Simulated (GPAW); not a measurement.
**EuO in GPAW: convergence with bands over the usual count**

The system is EuO.

```xyz
2
Lattice="0.0000 2.5720 2.5720 2.5720 0.0000 2.5720 2.5720 2.5720 0.0000" Properties=species:S:1:pos:R:3 pbc="T T T"
Eu    0.0000    0.0000    0.0000
O     2.5720    2.5720    2.5720
```

| Property | Result |
| --- | --- |
| Program | GPAW 26.7.0 |
| Task | convergence study |
| Functional | PBE |
| Potentials or basis | GPAW PAW data sets (gpaw-data 1.2.1) |
| Cutoff | 800 eV |
| Basis | pw |
| k mesh | 7 × 7 × 7 |
| Occupations | fermi-dirac, width 0.05 eV |
| Spin | collinear spin, ferromagnetic start |
| Starting moments | [7.0, 0.0] μB |

These are the settings of the first run; the series varies bands over the usual count, with any setting tied to it.

Hardware: 1 thread of Arm Neoverse V1, with other jobs on the host.

```
bands over the usual count  energy less the tightest run, at zero smearing (meV/atom)  SCF cycles  CPU time (s)  peak memory (GiB)
                      0.72                                                       0.00          15            44                0.2
                       0.8                                                       0.00          15            46                0.2
                       0.9                                                       0.00          15            52               0.21
                         1                                                       0.00          15            57               0.21
                       1.3                                                       0.00          15            72               0.22
                       1.7                                                       0.00          14            88               0.23
                       2.5                                                       0.00          14           130               0.25
```

Against the tightest run, the energy stays within 1 meV/atom from 0.72 on. The tightest run that finished is the yardstick and may itself not be fully converged.

Caveat, for the tightest run too: one-centre terms of the f shell are cut off; a cell with one magnetic atom can't hold antiferromagnetic order, which such compounds often take. The state reached can hang on the start; a lower one may exist.
